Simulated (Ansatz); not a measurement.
**Zr: one cell under several functionals**

How much do pressure and electronic structure of Zr hang on the functional? The cell is held and solved under LDA, PBEsol, PBE.

Computed with Ansatz 0.2.0 (DFT, scalar-relativistic, functionals as named in each step, unless a step's input says otherwise).

## Step 1: Starting point

The structure is cubic, space group Im-3m (No. 229). The conventional cell has a = 3.582 Å, b = 3.582 Å, c = 3.582 Å, α = 90.00°, β = 90.00°, γ = 90.00°. Zr (site symmetry m-3m) is surrounded by 8 Zr at 3.10 Å.

Structure file:

```cif
data_structure
_symmetry_space_group_name_H-M 'P 1'
_symmetry_Int_Tables_number 1
_cell_length_a 3.1018
_cell_length_b 3.1018
_cell_length_c 3.1018
_cell_angle_alpha 109.471
_cell_angle_beta 109.471
_cell_angle_gamma 109.471
_cell_volume 22.97
loop_
_atom_site_label
_atom_site_type_symbol
_atom_site_fract_x
_atom_site_fract_y
_atom_site_fract_z
_atom_site_occupancy
Zr1 Zr 0.00000 0.00000 0.00000 1
```

## Step 2: LDA, LAPW

Contents of input.yaml:

```yaml
crystal:
  lattice:
    - [-1.7908472709, 1.7908472709, 1.7908472709]
    - [1.7908472709, -1.7908472709, 1.7908472709]
    - [1.7908472709, 1.7908472709, -1.7908472709]
  atoms:
    - { symbol: Zr, position: [0.0, 0.0, 0.0] }
kpoints:
  mp_grid: { grid: [13, 13, 13] }
  band_path:
    path:
      - [0.0, 0.0, 0.0]
      - [0.5, -0.5, 0.5]
      - [0.0, 0.0, 0.5]
      - [0.0, 0.0, 0.0]
      - [0.25, 0.25, 0.25]
      - [0.5, -0.5, 0.5]
      - [0.25, 0.25, 0.25]
      - [0.0, 0.0, 0.5]
    npoints: 5
scf:
  occupations: { method: fermi_dirac, width: 0.05 }
hamiltonian:
  xc: lda
  pseudopotentials: { kind: all_electron, lapw: { basis_error: 0.00025 } }
output:
  forces: true
  stress: true
  eigenvalues: true
```

On the command line:

```bash
$ ansatz run input.yaml --threads 1 --pin off --max-ram 2048MiB --backend cpu --events-out ev --progress --plain --runs-dir out
```

## Step 3: LDA, PAW

Changes to input.yaml since step 2:

```diff
@@ -24,3 +24,3 @@
   xc: lda
-  pseudopotentials: { kind: all_electron, lapw: { basis_error: 0.00025 } }
+  pseudopotentials: { kind: paw }
 output:
@@ -29 +29,2 @@
   eigenvalues: true
+  efg: { contact_densities: true }
```

## Step 4: PBEsol, LAPW

Changes to input.yaml since step 3:

```diff
@@ -23,4 +23,4 @@
 hamiltonian:
-  xc: lda
-  pseudopotentials: { kind: paw }
+  xc: pbesol
+  pseudopotentials: { kind: all_electron, lapw: { basis_error: 0.00025 } }
 output:
@@ -29,2 +29 @@
   eigenvalues: true
-  efg: { contact_densities: true }
```

## Step 5: PBEsol, PAW

Changes to input.yaml since step 4:

```diff
@@ -24,3 +24,3 @@
   xc: pbesol
-  pseudopotentials: { kind: all_electron, lapw: { basis_error: 0.00025 } }
+  pseudopotentials: { kind: paw }
 output:
@@ -29 +29,2 @@
   eigenvalues: true
+  efg: { contact_densities: true }
```

## Step 6: PBE, LAPW

Changes to input.yaml since step 5:

```diff
@@ -23,4 +23,4 @@
 hamiltonian:
-  xc: pbesol
-  pseudopotentials: { kind: paw }
+  xc: pbe
+  pseudopotentials: { kind: all_electron, lapw: { basis_error: 0.00025 } }
 output:
@@ -29,2 +29 @@
   eigenvalues: true
-  efg: { contact_densities: true }
```

## Step 7: PBE, PAW

Changes to input.yaml since step 6:

```diff
@@ -24,3 +24,3 @@
   xc: pbe
-  pseudopotentials: { kind: all_electron, lapw: { basis_error: 0.00025 } }
+  pseudopotentials: { kind: paw }
 output:
@@ -29 +29,6 @@
   eigenvalues: true
+  efg: { contact_densities: true }
+  write_density: true
+  write_potential: true
+  elf: true
+  volumetric_format: npy
```

(Steps that only read results are left out.)

Before running it: what results should come out? Wanted: pressure, LDA; pressure, PBEsol; pressure, PBE.

**Answer**, as computed:

| quantity | value |
| --- | --- |
| pressure, LDA (LAPW) | -7.35 GPa |
| pressure, PBEsol (LAPW) | -4.48 GPa |
| pressure, PBE (LAPW) | -0.61 GPa |

LAPW pressures run LDA (-7.4 GPa) < PBEsol (-4.5 GPa) < PBE (-0.6 GPa); a lower pressure means a smaller equilibrium volume. Over the pairs set side by side here (LDA, PBEsol, PBE), PAW stays within 0.03 GPa of LAPW.
